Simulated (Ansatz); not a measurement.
Input and command of a plane-wave DFT calculation in Ansatz:

```yaml
crystal:
  lattice:
    - [3.112522621, 0.0, 0.0]
    - [0.0, 3.112522621, 0.0]
    - [0.0, 0.0, 4.5457356434]
  atoms:
    - { symbol: Si, position: [0.5, 0.5, 0.5] }
    - { symbol: Si, position: [0.0, 0.0, 0.0] }
    - { symbol: O, position: [0.0, 0.5, 0.6932521125] }
    - { symbol: O, position: [0.5, 0.0, 0.8067478875] }
    - { symbol: O, position: [0.5, 0.0, 0.3067478875] }
    - { symbol: O, position: [0.0, 0.5, 0.1932521125] }
basis:
  ecutwfc: 420
kpoints:
  mp_grid: { grid: [6, 6, 4] }
hamiltonian:
  xc: pbe
scf:
  occupations: { method: gaussian, width: 0.1 }
output:
  forces: true
  stress: true
  eigenvalues: true
relax:
  adjacent_minimum: "off"
  f_tol: 0.05
  max_steps: 60
  cell: { stress_tol: 0.5 }
```

```bash
ansatz run input.yaml --threads 1 --pin off --max-ram 2560MiB --backend cpu --events-out ev --progress --plain --runs-dir out
```

Processor: Intel(R) Xeon(R) Platinum 8259CL CPU @ 2.50GHz (Skylake/Cascade Lake), 1 thread, on a host shared with other jobs.

Problem. Estimate time, memory and problem size.

Solution. About 91 s on 1 thread of Intel(R) Xeon(R) Platinum 8259CL CPU @ 2.50GHz (Skylake/Cascade Lake), with other jobs on the host, peak memory 0.4 GiB. It solves 22 bands at 30 k points (the mesh reduced by the symmetry that the task leaves, which can be less than the crystal's) with about 1467 plane waves (on the last cell), in 193 SCF iterations over 34 ionic steps.
